Question: Why does molybdenum get harder to squeeze, and why does the enthalpy hardly notice?

I am looking at a calculated compression of bcc molybdenum. The first few gigapascals take away more volume, per gigapascal, than the last twenty. Yet the enthalpy climbs in almost a straight line, as if the metal were equally stiff throughout. And at -2 GPa the enthalpy is lower than at zero pressure: is the stretched crystal then the more stable one?

Bcc molybdenum (space group Im-3m, a = 3.150 Å at zero pressure), relaxed at each hydrostatic pressure at zero temperature with its symmetry kept; changes are relative to the relaxed zero-pressure cell. Ansatz 0.2.0, r2SCAN, scalar-relativistic plane-wave PAW, no spin polarisation, 500 eV cutoff; at zero pressure, 18×18×18 k mesh and 0.1 eV Gaussian smearing.

```
pressure (GPa)  volume change (%)  enthalpy change (eV/atom)  a change (%)
            -2               0.76                     -0.196          0.25
             0               0.00                      0.000          0.00
             2              -0.73                      0.194         -0.24
             5              -1.78                      0.483         -0.60
            10              -3.39                      0.959         -1.14
            20              -6.25                      1.887         -2.13
            40             -10.90                      3.669         -3.77
```

Answer:

Three rough sizes are worth keeping in mind. Molybdenum starts with a bulk modulus (the pressure needed per fractional loss of volume) of about 270 GPa. Each gigapascal applied adds about 4 GPa to it. And of the enthalpy gained under pressure, only about a twentieth is energy stored in the crystal at 40 GPa.

The stiffening can be read from the volume change. Between 0 and 2 GPa the crystal loses 0.37 % of its original volume per gigapascal, but between 20 and 40 GPa only 0.23 %. The bulk modulus in that last step is nearly half as large again as at the start. It rises at every step of the scan, so no single row needs an explanation of its own.

A natural first picture is a lattice of ideal springs, whose energy grows with the square of the change in length. Even such a lattice stiffens under pressure, for a geometric reason. Pressure is force per area, and as the crystal shrinks, the same springs push back on a smaller area. Let a be the edge of the cubic cell, a₀ its value at zero pressure, y = a₀/a, and B₀ the bulk modulus at zero pressure. Pressure is the energy gained per volume removed, and a small change of a changes the volume in proportion to a². The springs therefore give

P = 3 B₀ (y² − y)

From this formula the bulk modulus rises at first by only 1 GPa per gigapascal applied. The calculation gives about four times that, so geometry explains only a small part of the effect.

The larger part comes from the shape of the energy curve, which is steeper towards short distances than towards long ones. When atoms are pushed together, their electrons are confined to less space and their kinetic energy rises. The outer shells of the ion cores also overlap more, and the Pauli principle makes that costly. The bonds between the d electrons gain strength as well, but more slowly than this repulsion grows. Each small step inwards therefore meets a stronger increase in force than the step before. This is a general argument and not a result of the scan, which shows the resulting steepness but doesn't divide it among these electronic causes.

A simple energy curve with such a lopsided shape is quadratic in 1/a² instead of in a. Written out, it is an attraction that grows as 1/a² and a repulsion that grows faster, as 1/a⁴. Taking the energy gained per volume removed, as before, leads to the second-order Birch equation:

P = 1.5 B₀ (y⁷ − y⁵)

Its bulk modulus rises at first by 4 GPa per gigapascal. That number follows from the assumed shape and was not fitted to molybdenum, but the choice of power matters: a curve quadratic in 1/a would give 3.

The 40 GPa row puts both pictures to the test. Its a change is -3.77 %, so y = 1/0.9623 = 1.039. The rows at -2 and 2 GPa alone give B₀ = 268.5 GPa; the row at 40 GPa had no part in it.

Ideal springs: P = 3 × 268.5 × 0.0407 ≈ 33 GPa
Quadratic in 1/a²: P = 1.5 × 268.5 × 0.0968 ≈ 39 GPa

The springs would let the crystal reach this size with 18 % less pressure than the calculation needs. The lopsided curve comes within about 2 % of the computed pressure. Its small shortfall means that the computed energy curve is slightly steeper still. The agreement supports the overall shape of the curve, but it doesn't identify the two powers of a with particular forces in the metal.

The enthalpy hides all this because it is made mostly of something else. Enthalpy is H = E + PV, where E is the energy of the crystal and V its volume. The term PV is the work of making room for the whole crystal against the surrounding pressure. At 40 GPa the enthalpy has risen by 3.67 eV per atom, of which 3.48 eV is PV and only 0.19 eV is energy stored by compression.

The smallness of the stored part is easy to understand. Pressure builds up from zero during the squeeze, so the stored energy is roughly half the final pressure times the volume lost. The PV term is the full final pressure times the volume that remains. With about a tenth of the volume lost, the ratio must be near one twentieth. A stiff solid stores little energy because it gives way so little.

This also explains the nearly straight line. At zero temperature the slope of enthalpy against pressure is exactly the volume. A volume that shrinks by only 11 % from zero pressure to 40 GPa gives a line that bends only gently: at 40 GPa the enthalpy lies 6 % below a straight line drawn with the starting volume. A perfectly straight line would mean a crystal that can't be compressed at all, not one of constant stiffness. The stiffness shows in how fast the slope falls, and the stiffening in how that fall slows down, which the eye barely catches. To judge stiffness, plot volume against pressure; the enthalpy is the quantity for comparing two crystal structures at the same pressure.

The negative enthalpy change at -2 GPa has the same origin. Negative pressure means that the crystal is being pulled outwards, and this makes PV negative. The energy of the crystal itself goes up, by 0.7 meV per atom, as it must when a relaxed crystal is stretched. The stretched state is favoured only while something keeps pulling; once released, the crystal returns to its zero-pressure size.

For another crystal, the useful measure is the pressure divided by B₀, because the Birch formula contains no other scale. Here 40 GPa is about 15 % of B₀, enough to make the stiffening plain. A material half as stiff, with an energy curve of similar shape, would stiffen by the same factor at half the pressure. The estimate holds only within one crystal structure: this cell was kept bcc throughout, so the smooth trend is no evidence that another structure would not win.

The printed analysis below gives the bulk modulus of each step, a straight-line fit of it against pressure over all six steps, and the pressures from both formulas; in working out the stiffness it takes the 5 GPa row at 5.05 GPa, the pressure which that run actually reached.

The analysis program printed:

```
Steps, each from the row above to this row:
  row  middle_pressure_GPa  volume_loss_percent_per_GPa  bulk_modulus_GPa  enthalpy_slope_A3  mean_volume_A3
    0                   -1                         0.38             264.2               15.7           15.69
    2                    1                        0.365               273              15.54           15.58
    5                3.523                       0.3446             286.5              15.43           15.44
   10                7.523                        0.325             299.7              15.25           15.23
   20                   15                        0.286             332.8              14.87           14.88
   40                   30                       0.2325             393.1              14.28           14.29
fit of B on 6 rows: constant 269.5 +/- 0.87, coefficient of mid 4.141 +/- 0.062; rms 1.31, worst 5 -2.39, leave-one-out rms 2.11
Pressure in GPa needed for the volume of the row, and parts of the enthalpy in eV:
  row  constant_modulus  harmonic_springs  quadratic_in_inverse_a2  PV_term  energy_rise
   -2            -2.033            -2.025                   -2.002  -0.1966    0.0006427
    0                 0                 0                        0        0            0
    2             1.967             1.974                    1.996   0.1937    0.0002652
    5             4.822             4.866                    4.999   0.4792     0.003786
   10              9.26             9.421                    9.921   0.9427      0.01628
   20             17.33              17.9                    19.72     1.83      0.05738
   40             30.99             32.83                    39.04    3.478       0.1913
Bulk modulus near zero pressure from the rows at -2 and 2 GPa, GPa: 268.5
Bulk modulus between 20 and 40 GPa over that near zero pressure: 1.464
Miss of harmonic springs at 40 GPa, percent of the pressure: -17.93
Miss of the form quadratic in 1/a2 at 40 GPa, percent of the pressure: -2.396
Enthalpy at 40 GPa if the volume stayed fixed, eV: 3.903
Computed enthalpy at 40 GPa below that line, percent: 6
Share of PV in the enthalpy change at 40 GPa, percent: 94.79
Energy rise at -2 GPa from the outputs, meV: 0.74
Energy rise at 20 GPa from the outputs, eV: 0.05756
```
